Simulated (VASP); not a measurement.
# HfO2 (Fm-3m) in VASP: Born charges and dielectric tensor with PBE

Aim: the Born charges and dielectric tensor of HfO2 with PBE.

All numbers are computed with VASP 6.6.1; they aren't measurements. Logs are shortened: lines on timing, memory, paths and dates and some standing lists are left out, and cuts for length are marked.

### 1 The structure

Symmetry: Fm-3m, No. 225, cubic system. The conventional cell has a = 5.071 Å, b = 5.071 Å, c = 5.071 Å, α = 90.00°, β = 90.00°, γ = 90.00°. Hf (site symmetry m-3m) has 8 O at 2.20 Å as nearest neighbours. O (site symmetry -43m) has 4 Hf at 2.20 Å as nearest neighbours.

Measurements of this composition are mostly on another form, of space group No. 14.

### 2 Born charges and dielectric tensor, PBE

INCAR

```
SYSTEM = HfO2
PREC = Accurate
ENCUT = 600
EDIFF = 1E-8
ISMEAR = 0
SIGMA = 0.02
LREAL = .FALSE.
LASPH = .TRUE.
NELM = 60
ALGO = Normal
ISIF = 2
LWAVE = .FALSE.
LCHARG = .FALSE.
GGA = PE
LEPSILON = .TRUE.
IBRION = 8
NSW = 1
```

KPOINTS

```
Automatic mesh
0
G
  8 8 8
  0 0 0
```

POSCAR

```
HfO2
1.0
    0.0000000000      2.5356500000      2.5356500000
    2.5356500000      0.0000000000      2.5356500000
    2.5356500000      2.5356500000      0.0000000000
Hf O
1 2
Direct
    0.0000000000      0.0000000000      0.0000000000
    0.7500000000      0.7500000000      0.7500000000
    0.2500000000      0.2500000000      0.2500000000
```

Potentials or basis: VASP PAW PBE potentials, release 64 (Hf_pv, O).

Launch:

```console
cat potpaw_PBE.64/Hf_pv/POTCAR potpaw_PBE.64/O/POTCAR > POTCAR
mpirun -np 1 vasp_std > vasp.out
```

OUTCAR:

```text
SYSTEM = HfO2
   PREC = Accurate
   ENCUT = 600
   EDIFF = 1E-8
   ISMEAR = 0
   LREAL = .FALSE.
   LASPH = .TRUE.
   NELM = 60
   ISIF = 2
   GGA = PE
   LEPSILON = .TRUE.
   IBRION = 8
   NSW = 1

 ion  position               nearest neighbor table
   1  0.000  0.000  0.000-   2 2.20   2 2.20   3 2.20   3 2.20   3 2.20   3 2.20   2 2.20   2 2.20

   2  0.750  0.750  0.750-   1 2.20   1 2.20   1 2.20   1 2.20
   3  0.250  0.250  0.250-   1 2.20   1 2.20   1 2.20   1 2.20

  LATTYP: Found a face centered cubic cell.
 ALAT       =     5.0713000000

  Lattice vectors:

 A1 = (   0.0000000000,   2.5356500000,   2.5356500000)
 A2 = (   2.5356500000,   0.0000000000,   2.5356500000)
 A3 = (   2.5356500000,   2.5356500000,   0.0000000000)

Analysis of symmetry for initial positions (statically):
=====================================================================
 Subroutine PRICEL returns:
 Original cell was already a primitive cell.

 Routine SETGRP: Setting up the symmetry group for a
 face centered cubic supercell.

 Subroutine GETGRP returns: Found 48 space group operations
 (whereof 48 operations were pure point group operations)
 out of a pool of 48 trial point group operations.

The static configuration has the point symmetry O_h .

Analysis of symmetry for dynamics (positions and initial velocities):
=====================================================================
 Subroutine PRICEL returns:
 Original cell was already a primitive cell.

 Routine SETGRP: Setting up the symmetry group for a
 face centered cubic supercell.

 Subroutine GETGRP returns: Found 48 space group operations
 (whereof 48 operations were pure point group operations)
 out of a pool of 48 trial point group operations.

The dynamic configuration has the point symmetry O_h .

[... 685 lines left out ...]
  --------------------------------------------------------------------------------
  x     0.00000     0.00000     0.00000     0.00000     0.00000     0.00000
  y     0.00000     0.00000     0.00000     0.00000     0.00000     0.00000
  z     0.00000     0.00000     0.00000     0.00000     0.00000     0.00000

 PIEZOELECTRIC TENSOR (including local field effects)  for field in x, y, z        (C/m^2)
          XX          YY          ZZ          XY          YZ          ZX
  --------------------------------------------------------------------------------
  x     0.00000     0.00000     0.00000     0.00000     0.00000     0.00000
  y     0.00000     0.00000     0.00000     0.00000     0.00000     0.00000
  z     0.00000     0.00000     0.00000     0.00000     0.00000     0.00000

 BORN EFFECTIVE CHARGES (including local field effects) (in |e|, cummulative output)
 ---------------------------------------------------------------------------------
 ion    1
    1     5.51450     0.00000     0.00000
    2     0.00000     5.51450     0.00000
    3     0.00000     0.00000     5.51450
 ion    2
    1    -2.75725     0.00000     0.00000
    2     0.00000    -2.75725     0.00000
    3     0.00000     0.00000    -2.75725
 ion    3
    1    -2.75725     0.00000     0.00000
    2     0.00000    -2.75725     0.00000
    3     0.00000     0.00000    -2.75725

 INTERNAL STRAIN TENSOR FOR ION    3 for displacements in x,y,z  (eV/Angst):
          X           Y           Z          XY          YZ          ZX
  --------------------------------------------------------------------------------
  x     0.00000     0.00000     0.00000     0.00000    -6.88281     0.00000
  y     0.00000     0.00000     0.00000     0.00000     0.00000    -6.88281
  z     0.00000     0.00000     0.00000    -6.88281     0.00000     0.00000

 SECOND DERIVATIVES (NOT SYMMETRIZED)
 ------------------------------------
               1X          1Y          1Z          2X          2Y          2Z          3X          3Y          3Z
  1X    -5.063567    0.000000    0.000000    2.531784    0.000000    0.000000    2.531784    0.000000    0.000000
  1Y     0.000000   -5.063567    0.000000    0.000000    2.531784    0.000000    0.000000    2.531784    0.000000
  1Z     0.000000    0.000000   -5.063567    0.000000    0.000000    2.531784    0.000000    0.000000    2.531784
  2X     2.528427    0.000000    0.000000  -10.908207    0.000000    0.000000    8.379780    0.000000    0.000000
  2Y     0.000000    2.528427    0.000000    0.000000  -10.908207    0.000000    0.000000    8.379780    0.000000
  2Z     0.000000    0.000000    2.528427    0.000000    0.000000  -10.908207    0.000000    0.000000    8.379780
  3X     2.528427    0.000000    0.000000    8.379780    0.000000    0.000000  -10.908207    0.000000    0.000000
  3Y     0.000000    2.528427    0.000000    0.000000    8.379780    0.000000    0.000000  -10.908207    0.000000
  3Z     0.000000    0.000000    2.528427    0.000000    0.000000    8.379780    0.000000    0.000000  -10.908207

 Eigenvectors and eigenvalues of the dynamical matrix
 ----------------------------------------------------

   1 f  =   17.164620 THz   107.848486 2PiTHz  572.550082 cm-1    70.987131 meV
             X         Y         Z           dx          dy          dz
      0.000000  0.000000  0.000000    -0.000000   -0.000000    0.000000
      3.803475  3.803475  3.803475    -0.034314   -0.706274   -0.000000
      1.267825  1.267825  1.267825     0.034314    0.706274    0.000000
[... 43 lines left out ...]
   9 f/i=    0.001608 THz     0.010104 2PiTHz    0.053639 cm-1     0.006650 meV
             X         Y         Z           dx          dy          dz
      0.000000  0.000000  0.000000    -0.616247    0.683919   -0.017223
      3.803475  3.803475  3.803475    -0.184627    0.204902   -0.005160
      1.267825  1.267825  1.267825    -0.184627    0.204902   -0.005160

--------------------------------------------------------------------------------------------------------

 MACROSCOPIC STATIC DIELECTRIC TENSOR IONIC CONTRIBUTION
 ------------------------------------------------------
          33.343847     0.000000     0.000000
           0.000000    33.343847     0.000000
           0.000000     0.000000    33.343847
 ------------------------------------------------------

 ELASTIC MODULI CONTR FROM IONIC RELAXATION (kBar)
 Direction    XX          YY          ZZ          XY          YZ          ZX
 --------------------------------------------------------------------------------
 XX          -0.0000     -0.0000     -0.0000      0.0000      0.0000      0.0000
 YY          -0.0000     -0.0000     -0.0000      0.0000      0.0000      0.0000
 ZZ          -0.0000     -0.0000     -0.0000      0.0000      0.0000      0.0000
 XY           0.0000      0.0000      0.0000   -241.3723     -0.0000     -0.0000
 YZ           0.0000      0.0000      0.0000     -0.0000   -241.3723     -0.0000
 ZX           0.0000      0.0000      0.0000     -0.0000     -0.0000   -241.3723
 --------------------------------------------------------------------------------

 PIEZOELECTRIC TENSOR IONIC CONTR  for field in x, y, z        (C/m^2)
          XX          YY          ZZ          XY          YZ          ZX
  --------------------------------------------------------------------------------
  x    -0.00000     0.00000    -0.00000    -0.00000    -0.00000     0.00000
  y     0.00000    -0.00000     0.00000     0.00000    -0.00000    -0.00000
  z    -0.00000    -0.00000    -0.00000     0.00000     0.00000     0.00000
```

Wall time 4.8 min (1 thread of AMD EPYC 9R45 (Zen 5), shared host); peak memory 0.3 GiB.

Results:

* Band gap on the k mesh: 3.80 eV, direct
* Electronic dielectric tensor (diagonal): 5.25
* Born charges (mean of the diagonal): Hf +5.51; O -2.76 e
* Highest phonon frequency at Γ, LO-TO splitting left out: 573 cm⁻¹

Phonon frequencies in cm⁻¹ (negative: imaginary):
```
              q point                    frequencies
(0.000, 0.000, 0.000)  0 0 0 225 225 225 573 573 573
```

Electronic dielectric tensor:
```
5.25 0.00 0.00
0.00 5.25 0.00
0.00 0.00 5.25
```

Born effective charge tensors (e):
atom 1, Hf
```
5.51 0.00 0.00
0.00 5.51 0.00
0.00 0.00 5.51
```
atom 2, O
```
-2.76  0.00  0.00
 0.00 -2.76  0.00
 0.00  0.00 -2.76
```
atom 3, O
```
-2.76  0.00  0.00
 0.00 -2.76  0.00
 0.00  0.00 -2.76
```

Caveat: spin-orbit coupling is left out, which moves the levels of the heavy elements.
